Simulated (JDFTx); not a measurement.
C, a slab with vacuum:

```
C
1.0
     2.45617    0.00000    0.00000
    -1.22809    2.12711    0.00000
     0.00000    0.00000    8.52380
C
2
Direct
  0.66667 0.33333 0.00000
  0.33333 0.66667 0.00000
```

The slab is cut from a database's or a generator's crystal, which needn't be the stable form of the element.

| Quantity | Value |
| --- | --- |
| Program | JDFTx 1.7.0 (patched build) |
| Task | single point |
| Functional | PBEsol |
| Potentials or basis | PseudoDojo-SR-PBEsol-0.4.1-standard with smoothed tails |
| Cutoff | 1116 eV |
| Density cutoff | 8925 eV |
| k mesh | 12 × 12 × 3 |
| Occupations | fermi-dirac, width 0.05 eV |
| Spin | no spin polarisation |

On this cell: largest force under 0.003 eV/Å; band gap on the k mesh none (metal or under the smearing width).

The same run follows on a disturbed copy (atoms moved at random, drawn with an rms of 0.05 Å):

```
C
1.0
     2.45617    0.00000    0.00000
    -1.22809    2.12711    0.00000
     0.00000    0.00000    8.52380
C
2
Direct
  0.65630 0.33472 0.99940
  0.32410 0.66274 0.99900
```

Problem. What changes?

Solution. The energy (extrapolated to zero smearing) moves by +2.4 meV/atom; largest force 0.714 eV/Å; band gap on the k mesh 0.20 eV, direct.

Forces on the atoms (eV/Å):
```
C    0.461 -0.542 -0.059
C   -0.461  0.542  0.059
```

Stress tensor (GPa, compression positive):
```
 1.42 -0.20  0.01
-0.20  0.96 -0.01
 0.01 -0.01 -0.06
```

Caveats: the empty levels aren't tightly converged (some runs).

A k mesh can miss the band edges.
